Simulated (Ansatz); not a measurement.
A (211) slab of Si$_{2}$Mo (I4/mmm (No. 139)), 24 planes, outer planes Si (top) and Si (bottom), with 24 atoms (Si16Mo8) in a surface cell of A = 28.356 Å², as cut from the bulk:

```yaml
crystal:
  lattice:
    - [4.51462, 0.00000, 0.00000]
    - [1.13342, 6.28094, 0.00000]
    - [0.00000, 0.00000, 25.76491]
  atoms:
    - { symbol: Si, position: [0.09906, 0.61388, 0.29109] }
    - { symbol: Mo, position: [0.64508, 0.41932, 0.30935] }
    - { symbol: Si, position: [0.19110, 0.22476, 0.32760] }
    - { symbol: Si, position: [0.74414, 0.03320, 0.34557] }
    - { symbol: Mo, position: [0.29016, 0.83864, 0.36382] }
    - { symbol: Si, position: [0.83618, 0.64408, 0.38207] }
    - { symbol: Si, position: [0.38922, 0.45252, 0.40004] }
    - { symbol: Mo, position: [0.93524, 0.25796, 0.41829] }
    - { symbol: Si, position: [0.48126, 0.06340, 0.43654] }
    - { symbol: Si, position: [0.03430, 0.87184, 0.45451] }
    - { symbol: Mo, position: [0.58032, 0.67728, 0.47276] }
    - { symbol: Si, position: [0.12634, 0.48272, 0.49102] }
    - { symbol: Si, position: [0.67938, 0.29116, 0.50898] }
    - { symbol: Mo, position: [0.22540, 0.09660, 0.52724] }
    - { symbol: Si, position: [0.77142, 0.90204, 0.54549] }
    - { symbol: Si, position: [0.32446, 0.71048, 0.56346] }
    - { symbol: Mo, position: [0.87048, 0.51592, 0.58171] }
    - { symbol: Si, position: [0.41650, 0.32136, 0.59996] }
    - { symbol: Si, position: [0.96953, 0.12980, 0.61793] }
    - { symbol: Mo, position: [0.51556, 0.93524, 0.63618] }
    - { symbol: Si, position: [0.06158, 0.74068, 0.65443] }
    - { symbol: Si, position: [0.61461, 0.54912, 0.67240] }
    - { symbol: Mo, position: [0.16063, 0.35456, 0.69065] }
    - { symbol: Si, position: [0.70666, 0.16000, 0.70891] }
```

These are results of DFT PBEsol, scalar-relativistic, plane waves, PAW (Ansatz 0.2.0), not measurements. Plane waves to 420 eV, a k mesh through Γ of 8×6×1 on the computed 24-atom cell and Gaussian smearing (0.10 eV); no spin polarisation.

Against the same 24 atoms in the bulk, the slab as cut lies 9.678 eV higher and the relaxed slab 9.192 eV higher.

**Question.** Work out the surface energy before and after relaxation.

**Answer.** The slab has two faces, so γ = (E_slab − N·E_bulk)/(2A), the mean of both. As cut: 9.678/(2 × 28.356) = 0.1707 eV/Å², and 1 eV/Å² = 16.02 J/m², so γ = 2.73 J/m². Relaxed: 9.192/(2 × 28.356) = 0.1621 eV/Å² = 2.60 J/m². Relaxation recovers 5 % of the cost of cutting.

**Question.** What is the ideal work of this cut, per area?

**Answer.** Griffith's ideal work is 2γ: 5.47 J/m² if the new faces stay rigid, 5.19 J/m² if they relax. Other cuts parallel to this plane can cost less. One thickness was run, 24 planes, so γ can still shift with it.

Cutting MoSi₂ along this plane is costly, and relaxation changes that little: the surface energy falls only from 2.73 to 2.60 J/m². The high cost fits the bonding in the disilicide, where Mo 4d states hybridise with Si 3p states and Si–Si bonds add to the cohesion. The cut severs part of this network, and small shifts of the surface atoms cannot replace the lost neighbours. The modest gain suggests that the outer atoms stay in a stiff framework and recover energy mainly by adjusting their remaining bonds, rather than by forming a new bonding pattern.

The slab keeps the bulk composition, and inversion maps one Si-terminated face onto the other. The mean surface energy of the unrelaxed slab therefore belongs to each face individually, with no dependence on the chemical potential of Si or Mo. The work of separation is the ideal cost of this particular cut, not a lower bound for fracture on this plane, since other cuts parallel to it can cost less; a real crack may also dissipate energy through plastic flow. A reconstruction with a longer surface period could lower the energy further, but cannot appear in this cell.
